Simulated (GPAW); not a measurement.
Here is a GPAW 26.7.0 calculation.

The input run.py:

```python
from ase.dft.bandgap import bandgap
from ase.io import read, write
from ase.units import Bohr, GPa
from gpaw import GPAW, PW
from gpaw.elf import elf_from_dft_calculation

atoms = read('RuS2.xyz')
atoms.set_initial_magnetic_moments([1.0, 0.0, 0.0])

calc = GPAW(mode=PW(600),
            xc='MGGA_X_R2SCAN+MGGA_C_R2SCAN',
            kpts={'size': (6, 6, 4), 'gamma': True},
            occupations={'name': 'methfessel-paxton', 'order': 0, 'width': 0.05},
            nbands=26,
            convergence={'density': 1e-05, 'energy': 1e-05},
            maxiter=150,
            txt='gpaw.txt')
atoms.calc = calc
energy = atoms.get_potential_energy()
forces = atoms.get_forces()
stress = atoms.get_stress()
calc.write('gs.gpw')
write('result.traj', atoms)
print(f'Energy: {energy:.6f} eV')
print('Forces (eV/A):')
print(forces.round(4))
print('Stress (GPa):', (stress / GPa).round(3))
print('Moments:', calc.get_magnetic_moments().round(3))
print('Fermi level:', round(calc.get_fermi_level(), 4), 'eV')
print(f'Gap: {bandgap(calc)[0]:.4f} eV, direct: {bandgap(calc, direct=True)[0]:.4f} eV')

# fields on the real-space grid
write('density.cube', atoms, data=calc.get_pseudo_density() * Bohr**3)
write('potential.cube', atoms, data=calc.get_electrostatic_potential())
write('spin.cube', atoms, data=(calc.get_pseudo_density(spin=0) - calc.get_pseudo_density(spin=1)) * Bohr**3)
write('elf.cube', atoms, data=elf_from_dft_calculation(calc).data)
```

The input RuS2.xyz:

```xyz
3
Lattice="3.5211793993 0.0000000000 0.0000000000 -1.7605896996 3.0494308111 0.0000000000 0.0000000000 0.0000000000 5.6803931900" Properties=species:S:1:pos:R:3 pbc="T T T"
Ru     0.0000000000      0.0000000000      0.0000000000
S     -0.0000000001      2.0329538742      1.4314590839
S      1.7605896998      1.0164769369      4.2489341061
```

Potentials or basis: GPAW PAW data sets (gpaw-data 1.2.1), pw.

Launch:

```bash
$ OMP_NUM_THREADS=1 python run.py
```

**Question.** Estimate the site moments.

**Answer.** Ru +1.44; S +0.11 μB.

**Question.** Estimate the net moment.

**Answer.** 1.85 μB per cell.

**Question.** Estimate the pressure.

**Answer.** -12.0 GPa.

**Question.** Estimate the band gap on the k mesh.

**Answer.** None (metal or under the smearing width).

Stress tensor (GPa, compression positive):
```
-12.73   0.00   0.00
  0.00 -12.73   0.00
  0.00   0.00 -10.54
```

Caveat: the PAW data sets were made with another functional, which shifts forces and pressure a little.
